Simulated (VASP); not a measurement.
The system is Ge.

```xyz
4
Lattice="3.9959 0.0000 0.0000 -1.9980 3.4606 0.0000 0.0000 0.0000 6.5939" Properties=species:S:1:pos:R:3 pbc="T T T"
Ge    1.9980    1.1535    0.4148
Ge    0.0000    2.3071    3.7117
Ge    1.9980    1.1535    2.8821
Ge    0.0000    2.3071    6.1791
```

This isn't the form of Ge at room conditions, which is diamond.

Base run:

```yaml
Program: VASP 6.6.1
Functional: TB-mBJ
Potentials_or_basis: VASP PAW PBE potentials, release 64 (Ge_d)
Cutoff: 520 eV
k_mesh: 12 × 12 × 5
Occupations: gaussian, width 0.03 eV
Spin: no spin polarisation
```

Its results: band gap on the k mesh 0.34 eV, direct.

Task: The run is repeated on the same cell with these changes: functional from TB-mBJ to r2SCAN. What comes out?

Result: Band gap on the k mesh 0.06 eV, direct.
